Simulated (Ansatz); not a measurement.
What strain does to CdTe (F-43m)

A 2-atom cell of CdTe started from a crystallographic database, relaxed with r2SCAN in Ansatz. It is cubic, F-43m (No. 216); a = 6.560 Å in the conventional setting, 35.28 Å³ an atom. Cd is surrounded by 4 Te at 2.84 Å; Te is surrounded by 4 Cd at 2.84 Å.

The axes x, y and z are those of this cell:
```
Cd Te
1.0
     0.00000    3.27990    3.27990
     3.27990    0.00000    3.27990
     3.27990    3.27990    0.00000
Cd Te
1 1
Direct
  0.00000 0.00000 0.00000
  0.25000 0.25000 0.25000
```

Unstrained: PBE gives a direct gap of 0.662 eV at Γ. With r2SCAN the gap is 1.161 eV and direct, at Γ. The HSE06 gap is direct at Γ: 1.527 eV. Meshes: PBE 6×6×6, r2SCAN 6×6×6, HSE06 4×4×4. Strains are changes of length per length, and xy shears are angles. After each strain the atoms were relaxed again with r2SCAN within the symmetry that the strain leaves, so tilts or polar shifts that break it weren't tested; points keep the names that they have in the unstrained zone. The values are computed, spin-unpolarised, and not measurements.

Changes of the least gap in eV (an overlap counts as a negative gap):

| strain | volume change (%) | space group | PBE | r2SCAN | HSE06 | energy rise, r2SCAN (meV/atom) |
| --- | --- | --- | --- | --- | --- | --- |
| biaxial +5.99 % in x and y, z held | +12.3 | I-4m2 | -0.442 | -0.475 | -0.509 | 59.9 |
| epitaxial -5.83 % in the xy plane, free normal strain +7.41 % | -4.7 | I-4m2 | -0.107 | -0.102 | -0.102 | 33.6 |
| xy shear, engineering strain (angle) -4.84 % | -0.1 | Imm2 | -0.132 | -0.145 | -0.149 | 5.1 |
| uniaxial +0.57 % along z | +0.6 | I-4m2 | -0.023 | -0.024 | -0.026 | 0.2 |

Biaxial +5.99 % in x and y, z held. HSE06: the gap goes from 1.527 to 1.018 eV (-0.509 eV); with r2SCAN the top three valence levels at Γ, degenerate before, become 1+2 from the top over 153 meV. Stress change with r2SCAN, compression positive: xx -3.94, yy -3.94, zz -2.92 GPa.

Epitaxial -5.83 % in the xy plane, free normal strain +7.41 %. HSE06: the gap goes from 1.527 to 1.425 eV (-0.102 eV); with r2SCAN the top three valence levels at Γ, degenerate before, become 2+1 from the top over 575 meV. Stress change with r2SCAN, compression positive: xx +2.80, yy +2.80, zz +0.03 GPa.

Xy shear, engineering strain (angle) -4.84 %. HSE06: the gap goes from 1.527 to 1.378 eV (-0.149 eV); with r2SCAN the top three valence levels at Γ, degenerate before, become 1+1+1 from the top over 248 meV. Stress change with r2SCAN, compression positive: xx +0.01, yy +0.01, zz -0.02, xy +0.97 GPa.

Uniaxial +0.57 % along z, other directions held. HSE06: the gap goes from 1.527 to 1.501 eV (-0.026 eV); with r2SCAN the top three valence levels at Γ, degenerate before, become 2+1 from the top over 19 meV. Stress change with r2SCAN, compression positive: xx -0.19, yy -0.19, zz -0.29 GPa.

No spin-orbit coupling is included; it can move band edges with weight on the heavy atoms by tenths of an eV.

The meshes of the hybrids are coarse, so their gaps aren't converged to the digits shown.

The splittings at Γ are without spin-orbit coupling, which regroups them where it is of like size or larger.
